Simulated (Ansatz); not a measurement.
**Solid Se8: from lattice energy to sublimation**

These are results of Ansatz 0.2.0, DFT PBE+D3(BJ), scalar-relativistic, plane waves, PAW, not measurements.

Cutoff 420 eV; k points 4×4×2 on the computed 32-atom cell (Γ-centred); Gaussian smearing, width 0.02 eV; no spin polarisation.

Relaxed primitive cell: a = 8.94 Å, b = 8.80 Å, c = 14.45 Å, α = 90.00°, β = 127.31°, γ = 90.00°.

The relaxed cell holds 4 Se8 at 226.2 Å³ each. Per molecule the crystal lies 1.7171 eV below the molecule frozen in its crystal shape, and that shape lies 0.0773 eV above the relaxed free molecule.

**Question.** Put the lattice energy together, estimate the enthalpy of sublimation and the cohesive energy density, and say what binds the crystal.

**Answer.** E_latt = −1.7171 + 0.0773 = -1.6398 eV = -158.2 kJ/mol: the molecule pays 4.5 % of its binding as strain. For rigid molecules with classical lattice modes the gas has 3 RT of translation and rotation plus RT of pV, the crystal 6 RT in its lattice modes, so ΔH_sub ≈ −E_latt − 2RT = 158.2 − 5.0 = 153.2 kJ/mol at 298 K (a solid that melts lower is measured colder, with a smaller RT term). The cohesive energy density is −E_latt per molar volume, 158.2 kJ/mol / 136.2 cm³/mol = 1162 MPa, and its root, 34 MPa^½, is the solid's counterpart of a solubility parameter (the liquid's is smaller). The D3 term adds -1.793 eV between molecules, 104 % of the binding at this geometry: the functional alone binds little or not at all here. The share depends on the functional that the correction is paired with. The Kohn–Sham gap is 2.55 eV in the free molecule, 2.38 eV in the molecule frozen in its crystal shape and 1.12 eV on the crystal's mesh. The change of shape alone narrows it by 0.18 eV. From the frozen molecule to the crystal it shows a narrowing, by band width and the neighbours' field; the polarisation that lowers true ionisation gaps in solids isn't in these levels.

Quantum lattice modes, thermal expansion and changes of the internal vibrations are left out, each worth up to a few kJ/mol.

This form isn't the element's structure at ambient conditions.

Cost: 3 runs of about 79 core-minutes in all, on Arm Neoverse V2 (shared hosts).